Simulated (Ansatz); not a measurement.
Pd, 2 atoms in the cell. Symmetry: P6_3/mmc, No. 194, hexagonal system. The conventional cell has a = 2.784 Å, b = 2.784 Å, c = 4.629 Å, α = 90.00°, β = 90.00°, γ = 120.00°. Around Pd (site symmetry -6m2) lie 12 Pd at 2.78 to 2.82 Å. This isn't the form of Pd at room conditions, which is fcc.

* Program: Ansatz 0.2.0
* Task: relaxation of cell and atoms
* Functional: PBEsol
* Dispersion: D4
* Potentials or basis: Ansatz PAW
* Cutoff: 420 eV (not typed: the program's choice for these potentials)
* k mesh: 11 × 11 × 6
* Occupations: fermi-dirac, width 0.05 eV
* Spin: no spin polarisation

Potentials or basis: Ansatz PAW.

Launch:

```sh
$ ansatz run input.yaml --threads 2 --pin off --max-ram 5632MiB --backend cpu --events-out ev --progress --plain --runs-dir out
```

Hardware: 2 threads of Arm Neoverse V2 (shared host).

Problem. How long does it take, and how much memory?

Solution. Wall time 7.7 s on 2 threads of Arm Neoverse V2 (shared host), peak memory 0.32 GiB. Counts: scf iterations 42, plane waves 549, k points 64, bands 22, ion steps 7.
